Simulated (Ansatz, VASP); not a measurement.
# One calculation of ZrC, two programs

```xyz
2
Lattice="0.0000 2.3207 2.3207 2.3207 0.0000 2.3207 2.3207 2.3207 0.0000" Properties=species:S:1:pos:R:3 pbc="T T T"
Zr    2.3283    2.3207    2.3207
C    -0.0573    0.0000    0.0000
```

Change from the starting cell: mode 4 frozen in at -0.057 Å and mode 5 at +0.000 Å (largest displacements).

Alike in both runs: task single point; functional LDA; k mesh 16 × 16 × 16; occupations gaussian, width 0.15 eV; no spin polarisation.

```csv
,VASP,Ansatz
version,VASP 6.6.1,Ansatz 0.2.0
potentials or method,"VASP PAW LDA potentials, release 64 (Zr_sv, C)","scalar-relativistic, plane waves, PAW"
plane-wave cutoff (eV),520,520
valence electrons in the cell,16,16
```

|  | VASP | Ansatz | Ansatz less VASP |
| --- | --- | --- | --- |
| gap on the k mesh at the Fermi level (eV) | none | none | - |
| pressure (GPa) | 1.0 | 0.4 | -0.64 |
| largest component of the traceless stress (GPa) | 0.88 | 0.88 | -0.006 |
| rms of the force components (eV/Å) | 0.293 | 0.289 | -0.0032 |

Atom by atom the forces differ by 0.003 eV/Å (rms over components). A gap of «none» marks a metal or a gap that the smearing closes.
